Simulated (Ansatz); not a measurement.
Piezoelectric tensor of CdTe at 15 GPa (stress–strain coefficients)

Level of theory: DFT PBE, scalar-relativistic, plane waves, PAW (Ansatz). Cutoff 420 eV, 10×10×10 k-points (Γ-centred), fixed occupations. No spin polarisation.

The cell, relaxed at 15 GPa:
```
CELL_PARAMETERS angstrom
0.00000 3.05416 3.05416
3.05416 0.00000 3.05416
3.05416 3.05416 0.00000
ATOMIC_POSITIONS crystal
Cd 0.00000 0.00000 0.00000
Te 0.75000 0.75000 0.75000
```

 The real crystal has changed phase below this pressure.

(1) Give the relaxed-ion proper piezoelectric stress tensor e_iJ (C/m², Voigt columns xx yy zz yz xz xy).

(2) With the elastic constants (GPa, Voigt order)
```
99.6 97.3 97.3  0.0  0.0  0.0
97.3 99.6 97.3  0.0  0.0  0.0
97.3 97.3 99.6  0.0  0.0  0.0
 0.0  0.0  0.0  6.8  0.0  0.0
 0.0  0.0  0.0  0.0  6.8  0.0
 0.0  0.0  0.0  0.0  0.0  6.8
```
find the strain coefficients d = e·C⁻¹ (pC/N).

Results:

(1)
```
x    0.000  0.000  0.000 -0.365  0.000  0.000
y    0.000  0.000  0.000  0.000 -0.365  0.000
z    0.000  0.000  0.000  0.000  0.000 -0.365
```
Signs follow the orientation of the cell as given.

(2)
```
x     0.0   0.0   0.0 -53.3   0.0   0.0
y     0.0   0.0   0.0   0.0 -53.3   0.0
z     0.0   0.0   0.0   0.0   0.0 -53.3
```

Cost: 1 run of about 2.9 core-minutes, on Intel Xeon Platinum 8488C (Sapphire Rapids) (shared hosts).